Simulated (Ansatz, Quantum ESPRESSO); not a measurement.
# HfB2: spin-orbit coupling in 2 programs

Symmetry: P6/mmm, No. 191, hexagonal system. The conventional cell has a = 3.140 Å, b = 3.140 Å, c = 3.480 Å, α = 90.00°, β = 90.00°, γ = 120.00°. Hf (site symmetry 6/mmm) is surrounded by 12 B at 2.51 Å. Around B (site symmetry -6m2) lie 3 B at 1.81 Å.

Kept alike: task band structure; functional PBEsol; k mesh 10 × 10 × 8; occupations fermi-dirac, width 0.05 eV. The mesh is that of the run's cell of 3 atoms.

- A: Ansatz, Ansatz PAW, made for PBE, cutoff 420 eV
- B: Quantum ESPRESSO; PseudoDojo 0.4.1 SR PBEsol standard (False); PseudoDojo 0.4 FR PBEsol standard (True), cutoff 1034 eV

```csv
spin-orbit coupling,A: pressure (GPa),B: pressure (GPa)
off,-4.32,-3.65
on,-4.70,-3.70
```

Pressure is positive in compression; plane-wave values hold the error of the finite cutoff, which Ansatz corrects. Values on potentials made for another functional: all of A. For a metal such a mesh leaves the last digits unconverged.

Q: How large is the effect of spin-orbit coupling, and do the programs agree on it?

A: From off to on the pressure moves by -0.38 in A, -0.05 in B (GPa). Row by row the programs differ by 0.67 to 1.00, and the shifts point the same way but differ by 87 % of the larger.
